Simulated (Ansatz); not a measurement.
FeO (Wuestite) under changes of volume

One of the cells (10.067 Å³/atom); the others are scaled copies at fixed shape and fractional positions:

```
Fe O
1.0
     1.51882    0.87689    2.51958
    -1.51882    0.87689    2.51958
     0.00000   -1.75378    2.51958
Fe O
1 1
Direct
  0.00000 0.00000 0.00000
  0.50000 0.50000 0.50000
```

| Item | Value |
| --- | --- |
| Program | Ansatz 0.2.0 |
| Functional | PBEsol |
| Potentials or basis | Ansatz PAW |
| Cutoff | 420 eV (not typed: the program's choice for these potentials) |
| k mesh | 11 × 11 × 11 |
| Occupations | fermi-dirac, width 0.05 eV |
| Spin | collinear spin, ferromagnetic start |
| Starting moments | [3.0, 0.0] μB |

```tsv
volume (Å³/atom)	energy over the lowest point (meV/atom)	pressure (GPa)
9.463	?	?
9.664	0.00	-2.0
9.866	5.16	-6.0
10.067	14.96	-9.4
10.268	28.91	-12.6
10.470	46.57	-15.3
10.671	67.55	-17.8
```

**Question.** What does the run at 9.463 Å³/atom give?

**Answer.** Energy over the lowest point 0.10 meV/atom; pressure 2.3 GPa.

Worked out: A Birch-Murnaghan fit of order 3 (a polynomial in V^(-2/3)) to the other rows has its minimum at 9.56 Å³/atom, just outside them, with B0 = V·E''(V) = 207 GPa and B' = 4.3 at fixed shape and positions, which overstates the stiffness. It gives 0.03 meV/atom at 9.463 Å³/atom, against the run's 0.10, and -dE/dV = 2.2 GPa, against 2.3.

Energies are extrapolated to zero smearing.

Caveats: a cell with one magnetic atom can't hold antiferromagnetic order, which such compounds often take; the PAW data sets come from PBE, with cores solved anew for the run's functional, which leaves a small shift of forces and pressure.
